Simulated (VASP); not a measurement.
A run of VASP 6.6.1 is set up as follows.

The input INCAR:

```
  ALGO = Normal
  EDIFF = 1E-7
  EDIFFG = -0.005
  ENCUT = 600
  IBRION = 2
  ISIF = 3
  ISMEAR = 0
  LASPH = True
  LCHARG = False
  LMIXTAU = True
  LREAL = False
  LWAVE = False
  METAGGA = R2SCAN
  NELM = 60
  NSW = 90
  PREC = Accurate
  SIGMA = 0.1
```

File KPOINTS:

```
k-points
0
Gamma
  15 15 8
```

The input POSCAR:

```
Zr
1.0
    3.2392314100      0.0000000000      0.0000000000
   -1.6196157100      2.8052566900      0.0000000000
    0.0000000000      0.0000000000      5.1722200000
Zr
2
Direct
    0.3333333300      0.6666666700      0.2500000000
    0.6666666700      0.3333333300      0.7500000000
```

Potentials or basis: VASP PAW PBE potentials, release 64 (Zr_sv).

Run with:

```bash
$ cat potpaw_PBE.64/Zr_sv/POTCAR > POTCAR
$ mpirun -np 1 vasp_std > vasp.out
```

**Question.** What does it give for the band gap on the k mesh?

**Answer.** None (metal or under the smearing width).

Final structure:
```
CELL_PARAMETERS angstrom
3.24696 0.00000 0.00000
-1.62348 2.81195 0.00000
0.00000 0.00000 5.14802
ATOMIC_POSITIONS crystal
Zr 0.33333 0.66667 0.25000
Zr 0.66667 0.33333 0.75000
```
